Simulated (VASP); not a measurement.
# InAs (F-43m) in VASP: further runs

One crystal, InAs, is run at these levels: HSE(alpha, omega); tasks: single point.

Program: VASP 6.6.1. These are calculated values, not measurements. Logs are shortened: lines on timing, memory, paths and dates and some standing lists are left out, and cuts for length are marked.

## (1) Starting point

It takes space group F-43m (No. 216, cubic). The conventional cell has a = 6.036 Å, b = 6.036 Å, c = 6.036 Å, α = 90.00°, β = 90.00°, γ = 90.00°. In (site symmetry -43m) has 4 As at 2.61 Å as nearest neighbours. As (site symmetry -43m) is surrounded by 4 In at 2.61 Å.

## (2) Single point, HSE(alpha, omega)

The input, POSCAR:

```
InAs
1.0
    0.0000000000      3.0180000000      3.0180000000
    3.0180000000      0.0000000000      3.0180000000
    3.0180000000      3.0180000000      0.0000000000
In As
1 1
Direct
    0.0000000000      0.0000000000      0.0000000000
    0.7500000000      0.7500000000      0.7500000000
```

The input, INCAR.step1:

```
SYSTEM = InAs
ALGO     = Normal         ! electronic algorithm
EDIFF    = 1E-5           ! SCF threshold, eV
ENCUT    = 520            ! plane-wave cutoff, eV
GGA      = PE             ! functional
ISIF     = 2              ! what is computed and relaxed
ISMEAR   = -1             ! smearing method
LASPH    = .TRUE.         ! aspherical terms in the spheres
LCHARG   = .FALSE.        ! write CHGCAR
LREAL    = .FALSE.        ! projectors in reciprocal space
LWAVE    = .TRUE.         ! write WAVECAR
NELM     = 80             ! most SCF steps
PREC     = Accurate       ! precision mode
SIGMA    = 0.05           ! smearing width, eV
```

The input, INCAR.step2:

```
SYSTEM = InAs
AEXX     = 0.25           ! exact-exchange fraction
ALGO     = Normal         ! electronic algorithm
EDIFF    = 1E-6           ! SCF threshold, eV
ENCUT    = 520            ! plane-wave cutoff, eV
GGA      = PE             ! functional
HFSCREEN = 0.15           ! screening, 1/A
ISIF     = 2              ! what is computed and relaxed
ISMEAR   = -1             ! smearing method
ISTART   = 1            
LASPH    = .TRUE.         ! aspherical terms in the spheres
LCHARG   = .FALSE.        ! write CHGCAR
LHFCALC  = .TRUE.         ! exact exchange
LREAL    = .FALSE.        ! projectors in reciprocal space
LWAVE    = .FALSE.        ! write WAVECAR
NELM     = 80             ! most SCF steps
PREC     = Accurate       ! precision mode
PRECFOCK = Fast         
SIGMA    = 0.05           ! smearing width, eV
```

The input, KPOINTS:

```
k-points
0
G
  4 4 4
  0 0 0
```

Potentials or basis: VASP PAW PBE potentials, release 64 (In_d, As).

Launch:

```
> cat potpaw_PBE.64/In_d/POTCAR potpaw_PBE.64/As/POTCAR > POTCAR
> cp INCAR.step1 INCAR
> mpirun -np 1 vasp_std > vasp.out
> cp INCAR.step2 INCAR
> mpirun -np 1 vasp_std > vasp.out
```

OUTCAR:

```text
SYSTEM = InAs
   AEXX = 0.25
   EDIFF = 1E-6
   ENCUT = 520
   GGA = PE
   HFSCREEN = 0.15
   ISIF = 2
   ISMEAR = -1
   ISTART = 1
   LASPH = .TRUE.
   LHFCALC = .TRUE.
   LREAL = .FALSE.
   NELM = 80
   PREC = Accurate
   PRECFOCK = Fast

 ion  position               nearest neighbor table
   1  0.000  0.000  0.000-   2 2.61   2 2.61   2 2.61   2 2.61
   2  0.750  0.750  0.750-   1 2.61   1 2.61   1 2.61   1 2.61

  LATTYP: Found a face centered cubic cell.
 ALAT       =     6.0360000000

  Lattice vectors:

 A1 = (   0.0000000000,   3.0180000000,   3.0180000000)
 A2 = (   3.0180000000,   0.0000000000,   3.0180000000)
 A3 = (   3.0180000000,   3.0180000000,   0.0000000000)

Analysis of symmetry for initial positions (statically):
=====================================================================
 Subroutine PRICEL returns:
 Original cell was already a primitive cell.

 Routine SETGRP: Setting up the symmetry group for a
 face centered cubic supercell.

 Subroutine GETGRP returns: Found 24 space group operations
 (whereof 24 operations were pure point group operations)
 out of a pool of 48 trial point group operations.

The static configuration has the point symmetry T_d .

Analysis of symmetry for dynamics (positions and initial velocities):
=====================================================================
 Subroutine PRICEL returns:
 Original cell was already a primitive cell.

 Routine SETGRP: Setting up the symmetry group for a
 face centered cubic supercell.

 Subroutine GETGRP returns: Found 24 space group operations
 (whereof 24 operations were pure point group operations)
 out of a pool of 48 trial point group operations.

The dynamic configuration has the point symmetry T_d .

 Subroutine INISYM returns: Found 24 space group operations
 (whereof 24 operations are pure point group operations),
 and found     1 'primitive' translations

----------------------------------------------------------------------------------------

                                     Primitive cell

  volume of cell :      54.9778

  direct lattice vectors                    reciprocal lattice vectors
     0.000000000  3.018000000  3.018000000    -0.165672631  0.165672631  0.165672631
     3.018000000  0.000000000  3.018000000     0.165672631 -0.165672631  0.165672631
     3.018000000  3.018000000  0.000000000     0.165672631  0.165672631 -0.165672631

  length of vectors
     4.268096531  4.268096531  4.268096531     0.286953414  0.286953414  0.286953414

  position of ions in fractional coordinates (direct lattice)
     0.000000000  0.000000000  0.000000000
     0.750000000  0.750000000  0.750000000

  ion indices of the primitive-cell ions
   primitive index   ion index
                 1           1
                 2           2

----------------------------------------------------------------------------------------

 KPOINTS: k-points

Automatic generation of k-mesh.
 Grid dimensions read from file:
 generate k-points for:    4    4    4

 Generating k-lattice:

  Cartesian coordinates                     Fractional coordinates (reciprocal lattice)
    -0.041418158  0.041418158  0.041418158     0.250000000  0.000000000  0.000000000
     0.041418158 -0.041418158  0.041418158     0.000000000  0.250000000  0.000000000
     0.041418158  0.041418158 -0.041418158     0.000000000  0.000000000  0.250000000

  Length of vectors
     0.071738354  0.071738354  0.071738354

  Shift w.r.t. Gamma in fractional coordinates (k-lattice)
     0.000000000  0.000000000  0.000000000

 Subroutine IBZKPT returns following result:
 ===========================================

 Found      8 irreducible k-points:

 Following reciprocal coordinates:
            Coordinates               Weight
  0.000000  0.000000  0.000000      1.000000
  0.250000  0.000000  0.000000      8.000000
  0.500000  0.000000  0.000000      4.000000
  0.250000  0.250000  0.000000      6.000000
  0.500000  0.250000  0.000000     24.000000
 -0.250000  0.250000  0.000000     12.000000
  0.500000  0.500000  0.000000      3.000000
 -0.250000  0.500000  0.250000      6.000000
   k-points           NKPTS =      8   k-points in BZ     NKDIM =     64   number of bands    NBANDS=     13
   number of dos      NEDOS =    301   number of ions     NIONS =      2
   total plane-waves  NPLWV =  32768
   dimension x,y,z NGX =    32 NGY =   32 NGZ =   32
   dimension x,y,z NGXF=    64 NGYF=   64 NGZF=   64
   ions per type =               1   1
   NGX,Y,Z   is equivalent  to a cutoff of  12.46, 12.46, 12.46 a.u.
   NGXF,Y,Z  is equivalent  to a cutoff of  24.93, 24.93, 24.93 a.u.
 SYSTEM =  InAs
   PREC   = accura    normal or accurate (medium, high low for compatibility)
   ISTART =      1    job   : 0-new  1-cont  2-samecut
   ICHARG =      0    charge: 1-file 2-atom 10-const
   ISPIN  =      1    spin polarized calculation?
   LNONCOLLINEAR =      F non collinear calculations
   LSORBIT =      F    spin-orbit coupling
   LASPH  =      T    aspherical Exc in radial PAW
   ENCUT  =  520.0 eV  38.22 Ry    6.18 a.u.   7.94  7.94  7.94*2*pi/ulx,y,z
   NELM   =     80;   NELMIN=  2; NELMDL=  0     # of ELM steps
   EDIFF  = 0.1E-05   stopping-criterion for ELM
   LREAL  =      F    real-space projection
   EDIFFG = 0.1E-04   stopping-criterion for IOM
   NSW    =      0    number of steps for IOM
   IBRION =     -1    ionic relax: 0-MD 1-quasi-New 2-CG
   NFREE  =      0    steps in history (QN), initial steepest desc. (CG)
   ISIF   =      2    stress and relaxation
   ISYM   =      3    0-nonsym 1-usesym 2-fastsym
   POTIM  = 0.5000    time-step for ionic-motion
   TEBEG  =    0.0;   TEEND  =   0.0 temperature during run
   PSTRESS=    0.0 pullay stress
   NELECT =      18.0000    total number of electrons
   NUPDOWN=      -1.0000    fix difference up-down
   EMIN   =  10.00;   EMAX   =-10.00  energy-range for DOS
   EFERMI =   0.00;   METHOD = LEGACY
   ISMEAR =    -1;   SIGMA  =   0.05  broadening in eV -4-tet -1-fermi 0-gaus
   EFERMI_NEDOS =   21; number of points for ismear=-14 and -15
   IALGO  =     38    algorithm
   IMIX   =      1    mixing-type and parameters
     AMIX     =   0.40;   BMIX     =  1.00
     AMIX_MAG =   1.60;   BMIX_MAG =  1.00
  volume/ion in A,a.u.               =      27.49       185.50
  Fermi-wavevector in a.u.,A,eV,Ry     =   1.128331  2.132236 17.321990  1.273130
  Thomas-Fermi vector in A             =   2.265020
   LORBIT       =      0    0 simple, 1 ext, 2 COOP (PROOUT), +10 PAW based schemes
   GGA     = PE    functional components
   LHFCALC =     T    Hartree Fock is set to
   PRECFOCK=fast      Normal, Fast or Accurate (Low or Medium for compatibility)
   ENCUT4O =  -1.0   cutoff for four orbital integrals eV
   NKREDX  =     1    reduce k-point grid by
   NKREDY  =     1    reduce k-point grid by
   NKREDZ  =     1    reduce k-point grid by
   AEXX    =    0.2500 exact exchange contribution
   HFSCREEN=    0.1500 screening length (either q_TF or 0.3 A-1)
   HFSCREENC=   0.1500 screening length for correlation (either q_TF or 0.3 A-1)
   ENCUTFOCK=  -1.0 apply spherical cutoff to Coloumb kernel
   IVDW    =     0    specifies the selected vdW correction
   LEPSILON=     F    determine dielectric tensor
   LRPA    =     F    only Hartree local field effects (RPA)
 non-spin polarized calculation
  energy-cutoff  :      520.00
  volume of cell :       54.98
 maximum number of plane-waves:      1480
  NGX = 18; NGY = 18; NGZ = 18

 number of electron      17.9999991 magnetization

 Free energy of the ion-electron system (eV)
  ---------------------------------------------------
  ext. energy  EPLUGINS =         0.00000000
  ---------------------------------------------------
  free energy    TOTEN  =        -9.32200997 eV

  energy without entropy =       -9.32198538  energy(sigma->0) =       -9.32199768

 E-fermi :   4.4943     XC(G=0):  -7.4883

 val. band max:        4.0898581975   @ k =   0.0000   0.0000   0.0000
 cond. band min:       4.8437107486   @ k =   0.0000   0.0000   0.0000
 fundamental gap:      0.7538525511
 Fermi energy:         4.4942652214

 k-point     1 :       0.0000    0.0000    0.0000
  band No.  band energies     occupation
      1     -12.1105      2.00000
      2     -12.1104      2.00000
      3     -12.1104      2.00000
      4     -11.9752      2.00000
      5     -11.9752      2.00000
      6      -9.0038      2.00000
      7       4.0899      1.99939
      8       4.0899      1.99939
      9       4.0899      1.99939
     10       4.8437      0.00184
     11       8.9223      0.00000
     12       8.9223      0.00000
     13       8.9223      0.00000

 k-point     2 :       0.2500    0.0000    0.0000
  band No.  band energies     occupation
      1     -12.1695      2.00000
      2     -12.0915      2.00000
      3     -12.0915      2.00000
      4     -11.9743      2.00000
      5     -11.9743      2.00000
      6      -8.3392      2.00000
      7       0.1591      2.00000
      8       3.4704      2.00000
      9       3.4704      2.00000
     10       6.2392      0.00000
     11       9.6874      0.00000
     12       9.6874      0.00000
     13      10.3023      0.00000

 k-point     3 :       0.5000    0.0000    0.0000
  band No.  band energies     occupation
      1     -12.2235      2.00000
      2     -12.0775      2.00000
      3     -12.0775      2.00000
      4     -11.9680      2.00000
      5     -11.9680      2.00000
      6      -7.3700      2.00000
      7      -2.2297      2.00000
      8       3.0037      2.00000
      9       3.0037      2.00000
     10       5.9299      0.00000
     11       9.7103      0.00000
     12       9.7103      0.00000
     13      11.9783      0.00000
[... 49 lines left out ...]
 k-point     7 :       0.5000    0.5000    0.0000
  band No.  band energies     occupation
      1     -12.2837      2.00000
      2     -12.0270      2.00000
      3     -12.0270      2.00000
      4     -12.0139      2.00000
      5     -11.9533      2.00000
      6      -6.7555      2.00000
      7      -2.2887      2.00000
      8       1.5286      2.00000
      9       1.5286      2.00000
     10       6.3555      0.00000
     11       6.9821      0.00000
     12      14.6381      0.00000
     13      14.8081      0.00000

 k-point     8 :      -0.2500    0.5000    0.2500
  band No.  band energies     occupation
      1     -12.2596      2.00000
      2     -12.0585      2.00000
      3     -12.0337      2.00000
      4     -11.9915      2.00000
      5     -11.9674      2.00000
      6      -6.7004      2.00000
      7      -2.1161      2.00000
      8       0.8482      2.00000
      9       0.9624      2.00000
     10       9.2368      0.00000
     11       9.4377      0.00000
     12      10.1693      0.00000
     13      11.1032      0.00000

------------------------ aborting loop because EDIFF is reached ----------------------------------------

  FORCE on cell =-STRESS in cart. coord.  units (eV):
  Direction    XX          YY          ZZ          XY          YZ          ZX
  --------------------------------------------------------------------------------------
  -------------------------------------------------------------------------------------
  Total        0.7047019      0.7047019      0.7047019      0.0000000      0.0000000     -0.0000000
  in kB       20.5365901     20.5365901     20.5365901      0.0000000      0.0000000     -0.0000000
  external PRESSURE =      20.5365901 kB  Pullay stress =       0.0000000 kB

 VOLUME and BASIS-vectors are now :
 -----------------------------------------------------------------------------
  energy-cutoff  :      520.00
  volume of cell :       54.98
      direct lattice vectors                 reciprocal lattice vectors
     0.000000000  3.018000000  3.018000000    -0.165672631  0.165672631  0.165672631
     3.018000000  0.000000000  3.018000000     0.165672631 -0.165672631  0.165672631
     3.018000000  3.018000000  0.000000000     0.165672631  0.165672631 -0.165672631

 POSITION                                       TOTAL-FORCE (eV/Angst)
 -----------------------------------------------------------------------------------
      0.00000      0.00000      0.00000         0.000000     -0.000000     -0.000000
      4.52700      4.52700      4.52700        -0.000000      0.000000      0.000000
 -----------------------------------------------------------------------------------
    total drift:                               -0.000028     -0.000026     -0.000022

  FREE ENERGIE OF THE ION-ELECTRON SYSTEM (eV)
  ---------------------------------------------------
  free  energy   TOTEN  =        -9.3220099663 eV

  energy  without entropy=       -9.3219853847  energy(sigma->0) =       -9.32199768
```

Run time: 2.3 min. Hardware: 1 thread of Intel Xeon Platinum 8488C (Sapphire Rapids), shared host; peak memory 0.28 GiB.

What came out:

* Free energy: -9.3220 eV
* Pressure: 2.1 GPa
* Band gap on the k mesh: 0.75 eV, direct

Levels at points of the mesh, in eV from the valence-band top:
```
           k point  band 6  band 7  band 8  band 9  band 10  band 11  band 12  band 13
(0.00, 0.00, 0.00)  -13.09    0.00    0.00    0.00     0.75     4.83     4.83     4.83
(0.50, 0.00, 0.00)  -11.46   -6.32   -1.09   -1.09     1.84     5.62     5.62     7.89
(0.50, 0.50, 0.00)  -10.85   -6.38   -2.56   -2.56     2.27     2.89    10.55    10.72
```

Caveat: the k mesh is coarse (spacing up to 0.45 Å⁻¹), so the values aren't converged, least of all with exact exchange; the PAW data sets were made with another functional, which shifts forces and pressure a little; spin-orbit coupling is left out, which moves the levels of the heavy elements.

## (3) Single point, HSE(alpha, omega)

POSCAR is that of step 2.

INCAR.step1 is that of step 2.

Edit INCAR.step2 of step 2 so:

```diff
@@ -6,3 +6,3 @@
 GGA      = PE             ! functional
-HFSCREEN = 0.15           ! screening, 1/A
+HFSCREEN = 0.2            ! screening, 1/A
 ISIF     = 2              ! what is computed and relaxed
```

KPOINTS is that of step 2.

Potentials or basis: VASP PAW PBE potentials, release 64 (In_d, As).

Launch:

```
> cat potpaw_PBE.64/In_d/POTCAR potpaw_PBE.64/As/POTCAR > POTCAR
> cp INCAR.step1 INCAR
> mpirun -np 1 vasp_std > vasp.out
> cp INCAR.step2 INCAR
> mpirun -np 1 vasp_std > vasp.out
```

It took 3.3 min on 1 thread of Intel Xeon Platinum 8488C (Sapphire Rapids), shared host; peak memory 0.28 GiB.

Results (log left out):

* Free energy: -9.1261 eV
* Pressure: 2.2 GPa
* Band gap on the k mesh: 0.63 eV, direct

Levels at points of the mesh, in eV from the valence-band top:
```tsv
k point	band 7	band 8	band 9	band 10	band 11	band 12
(0.00, 0.00, 0.00)	0.00	0.00	0.00	0.63	4.70	4.70
(0.50, 0.00, 0.00)	-6.28	-1.08	-1.08	1.71	5.48	5.48
(0.50, 0.50, 0.00)	-6.34	-2.54	-2.54	2.14	2.76	10.39
```

Caveat: the k mesh is coarse (spacing up to 0.45 Å⁻¹), so the values aren't converged, least of all with exact exchange; the PAW data sets were made with another functional, which shifts forces and pressure a little; spin-orbit coupling is left out, which moves the levels of the heavy elements.

## (4) For comparison

An earlier run on the cell as given: functional PBE; potentials or basis VASP PAW PBE potentials, release 64 (In_d, As); cutoff 520 eV; k mesh 8 × 8 × 8; occupations fermi-dirac, width 0.05 eV; no spin polarisation.

* Pressure: 4.4 GPa
* Band gap on the k mesh: none (metal or under the smearing width)

## (5) Summary

```tsv
level	k mesh	screening parameter	grid for exact exchange (PRECFOCK)	mesh quality	gap on the mesh (eV)	pressure (GPa)
HSE(alpha, omega)	4 × 4 × 4	0.15	Fast	coarse	0.75	2.1
HSE(alpha, omega)	4 × 4 × 4	0.2	Fast	coarse	0.63	2.2
PBE	8 × 8 × 8	-	-	not flagged	none	4.4
```

Alike in all rows: task single point; potentials or basis VASP PAW PBE potentials, release 64 (In_d, As); no spin polarisation; cell as given; cutoff (eV) 520; smearing fermi-dirac 0.05 eV.

Caveats: some runs use coarse meshes; the PAW data sets were made with another functional, which shifts forces and pressure a little (some runs); spin-orbit coupling is left out, which moves the levels of the heavy elements (some runs); this crystal is a semiconductor, whose small gap the functional closes, so the metal is an error of the method (some runs).

Absolute energies hang on the potentials; compare differences alone.
